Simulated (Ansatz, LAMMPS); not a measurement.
# Forces and charges in amorphous Al2O3 (155 atoms)

Aim: energy, forces, charges and density of states of amorphous Al2O3 (155 atoms) at a fixed geometry.

Program: Ansatz 0.2.0. Level of theory: Kohn-Sham DFT, PBE, PAW (set soft_2), plane waves. Results are calculated unless marked as measured.

**Experiments to compare with.** The mean number of oxygen atoms around aluminium in anodized alumina glass was determined from the peak areas of a solid-state aluminium NMR spectrum (“Structure of alumina glass”, 2022, PMC8752723): number of O about Al 4.73.

### 1. The starting structure

The cell holds 155 atoms: 62 Al and 93 O. Cell: a = 12.482 Å, b = 12.482 Å, c = 12.482 Å, α = 90.0°, β = 90.0°, γ = 90.0°. 155 atoms (62 Al, 93 O) placed at random at 2.7 g/cm³, melted at 5000 K for 10 ps at fixed volume with the Morse and Coulomb pair potential with partial charges (Pedone, Malavasi, Menziani, Cormack and Segre, J. Phys. Chem. B 110, 11780 (2006)). Quenched from 5000 K to 300 K at 20 K/ps and fixed volume, held 5 ps, then minimised at fixed cell.

What the set-up can't give: The quench rate of 20 K/ps far exceeds what a furnace or splat quench reaches, so expect more defects and frozen-in strain than in a real sample. The starting topology of bonds comes from the classical model, and needn't be the one that DFT or experiment would give. The Brillouin zone is sampled at Γ only, in a cell whose shortest periodic width is 12 Å.

### 2. How the cell was made

A classical potential supplies the starting structure, since it reaches far longer times than DFT.

This step: classical MD, Morse and Coulomb pair potential with partial charges (Pedone, Malavasi, Menziani, Cormack and Segre, J. Phys. Chem. B 110, 11780 (2006)) (LAMMPS 22 Jul 2025 - Update 4).

The input, in.lmp:

```
# melt-quench of Al62O93
units metal
atom_style charge
boundary p p p
region box block 0 12.4819 0 12.4819 0 12.4819
create_box 2 box
mass 1 26.9815   # Al
mass 2 15.9990   # O
create_atoms 1 random 62 207889 NULL overlap 1.5 maxtry 2000
create_atoms 2 random 93 207896 NULL overlap 1.5 maxtry 2000
pair_style hybrid/overlay pedone 5.5 coul/long 8.0
pair_coeff * * coul/long
pair_coeff 1 2 pedone 0.361581 1.900442 2.164818 0.9   # Al-O
pair_coeff 2 2 pedone 0.042395 1.379316 3.618701 22   # O-O
set type 1 charge 1.8
set type 2 charge -1.2
kspace_style pppm 1.0e-4
neigh_modify delay 0 every 1 check yes
thermo_style custom step time temp pe press density
thermo_modify norm yes
timestep 0.002
thermo 100
min_style cg
minimize 1e-4 1e-4 200 2000
reset_timestep 0
velocity all create 5000 207890 mom yes dist gaussian
fix lim all nve/limit 0.05
fix lan all langevin 5000 5000 0.2 207891 zero yes
thermo 500
run 1000 post no
unfix lim
unfix lan
thermo 833
fix md all nvt temp 5000 5000 0.2
run 5000 post no
unfix md
thermo 11750
fix md all nvt temp 5000 300 0.2
run 117500 post no
unfix md
thermo 1250
fix md all nvt temp 300 300 0.2
run 2500 post no
unfix md
thermo 100
min_style cg
minimize 0 1e-3 2000 20000
write_dump all custom glass.dump id type xs ys zs modify sort id
```

Command:

```
$ lmp -in in.lmp -log none -nocite
```

Numbers of over 12 decimals in the logs are rounded to 6 here.

The log of the run:

```text
LAMMPS (22 Jul 2025 - Update 4)
Created orthogonal box = (0 0 0) to (12.4819 12.4819 12.4819)
Created 62 atoms
Created 93 atoms
PPPM initialization ...
  G vector (1/distance) = 0.39031364
  grid = 15 15 15
  estimated relative force accuracy = 3.5467895e-05
   Step          Time           Temp          PotEng         Press         Density
         0   0              0             -3.9839545      497418.51      2.6989726
        67   0.134          0             -13.355815     -65157.084      2.6989726
Loop time of 0.0652516 s on 1 MPI rank(s) for 67 steps with 155 atoms
Minimization stats:
  Stopping criterion = energy tolerance
  Energy initial, next-to-last, final =
     -3.98395449576501   -13.354527291557  -13.3558150991194
  Force two-norm initial, final = 318.86656 2.8967049
  Iterations, force evaluations = 67 79
   Step          Time           Temp          PotEng         Press         Density
         0   0              5000          -13.355815     -10489.187      2.6989726
       500   1              1962.1709     -13.07837      -53004.388      2.6989726
      1000   2              2162.4655     -13.100392     -45532.183      2.6989726
Loop time of 0.664171 s on 1 MPI rank(s) for 1000 steps with 155 atoms
   Step          Time           Temp          PotEng         Press         Density
[... 2 lines left out ...]
      2499   4.998          4843.9341     -12.643951      17415.293      2.6989726
      3332   6.664          5010.4333     -12.634935     -15400.901      2.6989726
      4165   8.33           5000.8238     -12.638623      1297.4875      2.6989726
      4998   9.996          5199.0683     -12.746249     -17470.582      2.6989726
      5831   11.662         4509.3312     -12.572319     -15366.369      2.6989726
[... 1 line left out ...]
Loop time of 3.50277 s on 1 MPI rank(s) for 5000 steps with 155 atoms
   Step          Time           Temp          PotEng         Press         Density
[... 12 lines left out ...]
Loop time of 78.3243 s on 1 MPI rank(s) for 117500 steps with 155 atoms
   Step          Time           Temp          PotEng         Press         Density
[... 2 lines left out ...]
    125000   250            341.01043     -13.457415     -91267.358      2.6989726
    126000   252            310.14023     -13.45707      -84271.368      2.6989726
Loop time of 1.51925 s on 1 MPI rank(s) for 2500 steps with 155 atoms
   Step          Time           Temp          PotEng         Press         Density
    126000   252            310.14023     -13.45707      -84271.368      2.6989726
    126016   252.032        310.14023     -13.496602     -92787.849      2.6989726
Loop time of 0.0458632 s on 1 MPI rank(s) for 16 steps with 155 atoms
Minimization stats:
  Stopping criterion = linesearch alpha is zero
  Energy initial, next-to-last, final =
     -13.4570700259411  -13.4966020142659  -13.4966020142659
  Force two-norm initial, final = 14.341134 0.23244586
  Iterations, force evaluations = 16 61
```

Wall time 84 s (1 thread of Arm Neoverse V2, shared host); peak memory 0.071 GiB.

### 3. Plane-wave single point

The electrons are solved once, with the atoms held.

The input, input.yaml:

```yaml
crystal:
  lattice:
    - [12.4819, 0.0, 0.0]
    - [0.0, 12.4819, 0.0]
    - [0.0, 0.0, 12.4819]
  atoms:
    - { symbol: Al, position: [0.30669, 0.67141, 0.01968] }
    - { symbol: Al, position: [0.86345, 0.92857, 0.45912] }
    - { symbol: Al, position: [0.18981, 0.59319, 0.81292] }
    - { symbol: Al, position: [0.43655, 0.87144, 0.52953] }
    - { symbol: Al, position: [0.02913, 0.76076, 0.6926] }
    - { symbol: Al, position: [0.56347, 0.35111, 0.94566] }
    - { symbol: Al, position: [0.94434, 0.85261, 0.90468] }
    - { symbol: Al, position: [0.05765, 0.57047, 0.47701] }
    - { symbol: Al, position: [0.26615, 0.26121, 0.42547] }
    - { symbol: Al, position: [0.82457, 0.21731, 0.2295] }
    - { symbol: Al, position: [0.42873, 0.92094, 0.26886] }
    - { symbol: Al, position: [0.62018, 0.69063, 0.55753] }
    - { symbol: Al, position: [0.19181, 0.05155, 0.17968] }
    - { symbol: Al, position: [0.20817, 0.21895, 0.97682] }
    - { symbol: Al, position: [0.45393, 0.44377, 0.50152] }
    - { symbol: Al, position: [0.07127, 0.30999, 0.56341] }
    - { symbol: Al, position: [0.32226, 0.01003, 0.96869] }
    - { symbol: Al, position: [0.94127, 0.01663, 0.16559] }
    - { symbol: Al, position: [0.19588, 0.86483, 0.53006] }
    - { symbol: Al, position: [0.79574, 0.88213, 0.72369] }
    - { symbol: Al, position: [0.60588, 0.53106, 0.34182] }
    - { symbol: Al, position: [0.59249, 0.73239, 0.77927] }
    - { symbol: Al, position: [0.63615, 0.30761, 0.35177] }
    - { symbol: Al, position: [0.40143, 0.6582, 0.24762] }
    - { symbol: Al, position: [0.73916, 0.9342, 0.03046] }
    - { symbol: Al, position: [0.27901, 0.02286, 0.39339] }
    - { symbol: Al, position: [0.04146, 0.16798, 0.76704] }
    - { symbol: Al, position: [0.46888, 0.20494, 0.47614] }
    - { symbol: Al, position: [0.08983, 0.42347, 0.28892] }
    - { symbol: Al, position: [0.23227, 0.11591, 0.61948] }
    - { symbol: Al, position: [0.41203, 0.17814, 0.81723] }
    - { symbol: Al, position: [0.85859, 0.47745, 0.37262] }
    [... 117 atom lines left out ...]
    - { symbol: O, position: [0.81712, 0.40729, 0.49408] }
    - { symbol: O, position: [0.6978, 0.38048, 0.91464] }
    - { symbol: O, position: [0.59952, 0.36525, 0.23433] }
    - { symbol: O, position: [0.08033, 0.5064, 0.80143] }
    - { symbol: O, position: [0.73971, 0.59828, 0.57925] }
    - { symbol: O, position: [0.32926, 0.15366, 0.93351] }
kpoints:
  mp_grid: { grid: [1, 1, 1] }
hamiltonian:
  xc: pbe
scf:
  occupations: { method: fixed }
output:
  forces: true
  stress: true
  populations: true
  dos:
    method: { smearing: { sigma: 0.08 } }
    de: 0.1
    projected: { site_lists: { Al: [Al], O: [O] } }
  eigenvalues: true
  write_density: true
  write_potential: true
  volumetric_format: npy
```

Command:

```
$ ansatz run input.yaml --threads 8 --pin off --max-ram 15872MiB --backend cpu --events-out ev --progress --plain --runs-dir out
```

The log of the run:

```text
Engine: ansatz 0.2.0, aarch64-unknown-linux-gnu
Pseudopotentials: kind: paw
Pseudopotential: Al, paw, valence charge 3, recommended cutoff 420 eV (normal), Al.paw.azcp
Pseudopotential: O, paw, valence charge 6, recommended cutoff 420 eV (normal), O.paw.azcp
[... 5 lines on functional and potentials left out ...]
Crystal: 155 atoms, lattice volume = 1944.653 Å³
Basis set: ecut = 420 eV, 38089 PW (Γ), exchange–correlation on 180×180×180 points (8 copies of the dense FFT grid, shifted against one another)
Bands: 527, of which v1, the nominal top of the filled ones, is band 372 counted from 1 (371 counted from 0)
Symmetry: 1 space group operations
Space group: P1 (ITA 1), of the structure as read, at distance tolerance 1.2e-4 Å
k-points: 1
[... 5 lines on functional and potentials left out ...]
Initial density: superposition of atomic densities (neutral atoms: chi_scale 0, normalization atom), corrected by the library's trained network
Initial wavefunctions: pseudopotential atomic-orbital guess
Functional: x = pbe(κ = 0.804, μ = 0.219515), c = pbe(β = 0.066725)
SCF iter   1: F=—  HF=-86304.303372 eV  |F-HF|=—  |Δ(HF+E_count)|=         —  Δρ=2.37e-3  dr2=2.45e-1  ethr=1.77e-3  ⟨swp⟩=5.0  Hψ=1905  notcnv=0  defer=151
preconditioner: auto → Resta (q_TF=auto, 2.325 Å⁻¹)  ε∞=3.3  [insulator: Δε(μ)=3.079 eV  Ē_g=15.261 eV  n_scr=436 (ndim 8)  ℏωp=23.0 eV  f_vac=0.088  ε∞_Penn≈3.3]
SCF iter   2: F=—  HF=-86304.265804 eV  |F-HF|=—  |Δ(HF+E_count)|=   3.76e-2  Δρ=1.34e-3  dr2=6.26e-2  ethr=3.29e-5  ⟨swp⟩=2.0  Hψ=891  notcnv=0  defer=153
SCF iter   3: F=—  HF=-86304.260417 eV  |F-HF|=—  |Δ(HF+E_count)|=   5.39e-3  Δρ=6.57e-4  dr2=1.78e-2  ethr=8.41e-6  ⟨swp⟩=3.0  Hψ=669  notcnv=0  defer=153
SCF iter   4: F=—  HF=-86304.256735 eV  |F-HF|=—  |Δ(HF+E_count)|=   3.68e-3  Δρ=2.24e-4  dr2=1.17e-3  ethr=2.40e-6  ⟨swp⟩=3.0  Hψ=664  notcnv=0  defer=153
SCF iter   5: F=—  HF=-86304.256776 eV  |F-HF|=—  |Δ(HF+E_count)|=   4.06e-5  Δρ=1.62e-4  dr2=4.13e-4  ethr=1.58e-7  ⟨swp⟩=2.0  Hψ=700  notcnv=0  defer=153
SCF iter   6: F=—  HF=-86304.256752 eV  |F-HF|=—  |Δ(HF+E_count)|=   2.37e-5  Δρ=3.42e-5  dr2=2.74e-5  ethr=5.56e-8  ⟨swp⟩=2.0  Hψ=700  notcnv=0  defer=151
SCF iter   7: F=—  HF=-86304.260476 eV  |F-HF|=—  |Δ(HF+E_count)|=   3.72e-3  Δρ=1.47e-5  dr2=4.22e-6  ethr=3.68e-9  ⟨swp⟩=2.0  Hψ=899  notcnv=0  defer=148
SCF iter   8: F=—  HF=-86304.260479 eV  |F-HF|=—  |Δ(HF+E_count)|=   2.22e-6  Δρ=1.06e-5  dr2=1.81e-6  ethr=5.67e-10  ⟨swp⟩=2.0  Hψ=751  notcnv=0  defer=148
SCF iter   9: F=-86304.260478 eV  HF=-86304.260478 eV  |F-HF|=3.86e-8  |Δ(HF+E_count)|=   9.65e-8  Δρ=1.93e-6  dr2=7.25e-8  ethr=1.34e-11  ⟨swp⟩=23.0  Hψ=5174  notcnv=0
SCF 1 converged in 9 iterations: F = -86304.260478 eV  dr2 = 7.25e-8
  greatest PAW one-centre occupation: 0.863 electrons in one spin orbital (limit 2), on the O atom at site 130 (counted from 0), in its partial waves of l = 0
SCF converged after 9 iterations
Free energy (F): -86304.260478 eV
Harris-Foulkes:  -86304.260478 eV  (|F-HF|=3.86e-8)
Internal energy: -86304.260478 eV  (E = F + TS)
E sigma→0 (E₀):  -86304.260478 eV
Fermi energy:    4.220099 eV
--- Per-component energies (eV) ---
  E_band       = -2226.123044
  E_kinetic    = 18115.596892
  E_local      = -46136.427820  (includes V_loc(G=0)·N_el)
  E_nonlocal   = 5071.996528
  E_hartree    = 17508.873768
  E_xc         = -9416.468721
  E_vxc        = -10667.234714  (∫ρ·V_xc dr)
  E_paw        = -43750.364200  (= ΣΔE_a)
  E_vpaw       = -3628.030032  (= ΣTr[D̂ρ^β])
  E_aug_tail   = 0.234767  (compensation charges beyond the density's cutoff)
  E_ewald      = -27697.701693
  E_smearing   = -0.000000  (= −TS)
  E_closure    = 0.000000  (closes the sum)
  Σ components = -86304.260478   (vs F -86304.260478, Δ=0.00e0)
--- Forces (eV/Å), atoms counted from 1 ---
  atom   1  Al     0.23097930     0.32364587    -0.42685569
  atom   2  Al     0.08792227    -0.01498057    -0.24024373
  atom   3  Al     0.19993864    -0.01350551     0.07490212
  atom   4  Al     0.12869736    -0.23748768    -0.10452996
  atom   5  Al     0.04955366     0.24564701     0.14291650
  atom   6  Al     0.24752283     0.03321228    -0.00966467
  atom   7  Al     0.06763088     0.02481839     0.82833838
  atom   8  Al    -0.15647797    -0.42614236    -0.39096015
  atom   9  Al     0.60652936     0.01542362     0.06652574
  atom  10  Al    -0.08789268     0.05125616    -0.31849808
  atom  11  Al    -0.20971849    -0.04982865    -0.04307327
  atom  12  Al     0.17278807    -0.17394485    -0.31654400
  atom  13  Al    -0.47691024     0.75342394     0.11493663
  atom  14  Al    -0.06995454    -0.16151084     0.62770716
[...]
atom 154  O     -0.31963559     0.47361746     0.27818857
  atom 155  O      0.50873053     0.07879928     0.20186386
  max |Σ_I F_I| component: 1.33e-4 eV/Å
--- Stress (GPa, compression-positive) ---
        0.750655       0.546835      -0.650969
        0.546834       2.104039      -0.050515
       -0.650960      -0.050497       1.942114
  P = ⅓ Tr σ = 1.5989 GPa (15.989 kbar)
--- Band table (eV) ---
  k-point 0: bands = ["-15.6807", "-15.5858", "-15.2084", "-15.1241", [... 511 levels ...], "14.3852", "14.3893", "14.4059", "14.4513", "14.4743", "14.5021", "14.5111", "14.5525", "14.5637", "14.6121", "14.6540", "14.6669"]
--- Löwdin populations: 155 sites ---
  site symbol       q [e]
     0     Al      1.6162
     1     Al      1.6572
     2     Al      1.6104
[...]
154      O      6.8439
  spilling = 0.008492 (of n_electrons = 744.000000)
```

It took 23 s on 8 threads of Arm Neoverse V2, shared host; peak memory 2.8 GiB.

Read from the output:

```
free energy                                      : -86304.2605 eV
free energy per atom                             : -556.8017 eV/atom
SCF cycles                                       : 9
pressure                                         : 1.599 GPa
r.m.s. force component                           : 0.3785 eV/Å
longest force                                    : 1.369 eV/Å
Fermi energy                                     : 4.22 eV
gap (highest filled to lowest empty level) : 2.898 eV
spilling of the projection                       : 0.008492
```

Neighbours are counted within 2.23 Å (O-Al).

Length of the force by element and coordination:

| element | coordination | atoms | mean length of the force (eV/Å) | spread | least | most |
| --- | --- | --- | --- | --- | --- | --- |
| Al | all | 62 | 0.511 | 0.218 | 0.114 | 1.06 |
| Al | 4 | 58 | 0.500 | 0.211 | 0.114 | 1.06 |
| Al | 5 | 4 | 0.672 | 0.253 | 0.256 | 0.899 |
| O | all | 93 | 0.652 | 0.291 | 0.0822 | 1.37 |
| O | 2 | 27 | 0.814 | 0.325 | 0.150 | 1.37 |
| O | 3 | 66 | 0.586 | 0.247 | 0.0822 | 1.31 |

Löwdin charges by element and coordination (they lack the spilled electrons, 0.041 e an atom on average):

| element | coordination | atoms | mean charge (e) | spread | least | most |
| --- | --- | --- | --- | --- | --- | --- |
| Al | all | 62 | 1.38 | 0.0211 | 1.31 | 1.42 |
| Al | 4 | 58 | 1.38 | 0.0187 | 1.32 | 1.42 |
| Al | 5 | 4 | 1.34 | 0.0189 | 1.31 | 1.36 |
| O | all | 93 | -0.852 | 0.018 | -0.891 | -0.821 |
| O | 2 | 27 | -0.875 | 0.0089 | -0.891 | -0.857 |
| O | 3 | 66 | -0.843 | 0.011 | -0.871 | -0.821 |

Density of states as counts of states in windows of 1 eV (from the Fermi level), total and the larger projections:

| from (eV) | to (eV) | total | O p | Al p | Al s | O s |
| --- | --- | --- | --- | --- | --- | --- |
| -18 | -17 | 45.5 | 0.2 | 6.8 | 1.5 | 36.8 |
| -17 | -16 | 35.9 | 0.1 | 5.1 | 1.6 | 28.9 |
| -16 | -15 | 1.9 | 0.0 | 0.3 | 0.0 | 1.6 |
| -15 | -8 | 0.0 | 0.0 | 0.0 | 0.0 | 0.0 |
| -8 | -7 | 20.4 | 15.4 | 1.3 | 3.3 | 0.4 |
| -7 | -6 | 56.0 | 42.7 | 4.2 | 7.7 | 1.1 |
| -6 | -5 | 69.7 | 55.1 | 8.6 | 4.2 | 1.4 |
| -5 | -4 | 90.3 | 75.6 | 10.5 | 2.2 | 1.2 |
| -4 | -3 | 106.9 | 95.1 | 8.6 | 1.0 | 1.0 |
| -3 | -2 | 94.3 | 88.1 | 3.9 | 0.3 | 0.7 |
| -2 | -1 | 87.9 | 82.8 | 3.2 | 0.2 | 0.6 |
| -1 | 0 | 32.1 | 30.5 | 1.0 | 0.0 | 0.2 |
| 0 | 1 | 0.4 | 0.4 | 0.0 | 0.0 | 0.0 |
| 1 | 2 | 0.0 | 0.0 | 0.0 | 0.0 | 0.0 |
| 2 | 3 | 2.0 | 0.0 | 0.1 | 1.3 | 0.6 |
| 3 | 4 | 0.0 | 0.0 | 0.0 | 0.0 | 0.0 |
| 4 | 5 | 12.0 | 1.6 | 3.9 | 3.4 | 2.6 |

The curve was stored every 0.100 eV, coarse against its broadening of 0.08 eV, so these counts are rough.

With fixed occupations the program's Fermi level is the highest filled level; weight inside the gap is the broadening of levels at its edges.

Between -20 and -18 eV lie 103 more states.

The levels nearest the highest filled one (over half full), pooled over k-points and spins:

| level less the highest filled one (eV) | occupation |
| --- | --- |
| -0.655 | 2 |
| -0.491 | 2 |
| -0.45 | 2 |
| -0.411 | 2 |
| -0.297 | 2 |
| 0 | 2 |
| 2.90 | 0 |
| 4.26 | 0 |
| 4.39 | 0 |
| 4.49 | 0 |
| 4.62 | 0 |
| 4.66 | 0 |

Valence density in the bc plane at fractional x = 0.193, with atoms of Al and O within 0.2 Å of it. It is the smooth field of the valence electrons, not physical close to the nuclei.

Values in e/Å³, 13 rows by 16 columns, each cell a mean:
```
0.5 0.2 0.2 0.1 0.6 3.9 1.8 0.2 0.8 1.4 0.2 0.2 0.7 0.4 0.1 0.2
0.0 0.1 0.2 0.1 0.1 0.2 0.1 0.1 0.2 0.4 0.1 0.2 0.2 0.1 0.1 0.1
0.0 0.0 0.0 0.0 0.0 0.0 0.0 0.0 0.1 0.1 0.2 0.7 0.6 0.1 0.1 0.1
0.0 0.1 0.1 0.0 0.0 0.0 0.0 0.0 0.1 0.1 0.1 0.3 0.2 0.1 0.0 0.0
0.1 0.2 0.1 0.2 0.1 0.0 0.0 0.0 0.0 0.0 0.0 0.0 0.0 0.1 0.1 0.1
0.9 0.2 0.3 3.0 2.4 0.2 0.0 0.0 0.0 0.2 0.9 0.4 0.1 0.1 0.1 0.6
0.7 0.1 0.2 1.7 1.5 0.1 0.0 0.0 0.0 0.4 1.9 0.7 0.1 0.2 0.2 0.5
0.2 0.6 0.3 0.1 0.3 0.4 0.1 0.0 0.1 0.1 0.2 0.1 0.2 1.6 1.5 0.2
0.3 2.2 1.0 0.2 1.9 4.6 0.6 0.1 0.3 0.3 0.1 0.1 0.1 0.6 0.6 0.1
0.2 0.3 0.2 0.1 0.5 1.2 0.3 0.2 0.1 0.2 0.1 0.1 0.1 0.0 0.0 0.1
0.1 0.1 0.9 1.7 0.3 0.3 1.7 1.3 0.1 0.1 0.2 0.1 0.1 0.0 0.0 0.1
0.9 0.3 1.7 3.6 0.5 0.2 0.8 0.6 0.1 0.1 0.1 0.0 0.0 0.0 0.0 0.3
5.0 0.8 0.2 0.3 0.3 1.5 0.8 0.1 0.2 0.3 0.1 0.1 0.2 0.1 0.1 1.4
```
Columns run along b (12.5 Å), rows up along c (12.5 Å). Atoms in or near the plane, at fractional coordinates: Al at (0.59, 0.81), Al at (0.05, 0.18), Al at (0.22, 0.98), Al at (0.86, 0.53), Al at (0.84, 0.86), Al at (0.65, 0.26), O at (0.02, 0.03), O at (0.35, 0.97), O at (0.24, 0.54), O at (0.19, 0.13), O at (0.32, 0.33).

Electrostatic potential energy in the bc plane at fractional x = 0.193, with atoms of Al and O within 0.2 Å of it. With pseudopotentials it is smooth inside the atoms' cores, unlike the true potential.

Ten even steps from '0' (-27 eV) to '9' (11 eV), each cell a mean:
```
66887546644000575564479999988889998
88888644457535898885479999976556888
99999887789999999987667899854654688
99999999999999999864554688854654689
99999999999999999854664577775445799
99999999999999999975445787788778899
99988889999999999998778999999999999
98765678999999999999999999999999999
97544358999999999999999999998888899
87544466568999999999999999987545788
57765660005999999999996579874464476
57888872016899999999971048874565476
88999987667889999999986578986545688
88889987656789999999998899998525888
77655888766579999999999899999302888
88400799870006999999887778999878998
88756999971016888998644447899999999
76678999986568888998446645899999998
44446899864457789998544446899999986
46645644664445116999876678999999985
44446200176566326899998899999999987
55678511488888876678999999999999998
00488866678998754447899999999999982
00488644446423644446899999999999982
```
Columns run along b (12.5 Å; values clipped at the 3rd and 97th percentile), rows up along c (12.5 Å). Atoms in or near the plane, at fractional coordinates: Al at (0.59, 0.81), Al at (0.05, 0.18), Al at (0.22, 0.98), Al at (0.86, 0.53), Al at (0.84, 0.86), Al at (0.65, 0.26), O at (0.02, 0.03), O at (0.35, 0.97), O at (0.24, 0.54), O at (0.19, 0.13), O at (0.32, 0.33).

Mean Löwdin charges: Al +1.38, O -0.85 e (they miss 0.85 % of the electrons, so they add up to more than the cell's charge). The largest share in the top eV of filled states is O p (96 % of the projected weight), and in the lowest eV of empty states Al s (66 % of the projected weight).

[end of part 1 of 2]

[Logs are printed without paths, hosts, clocks, repeated set-up lines and the standing remarks that a program may print on its own settings, such as how far it seeks lower states.]

[Hosts, paths, dates, database ids (printed as entryN), source tags and the programs' standing remarks are cut or masked in the printed files.]
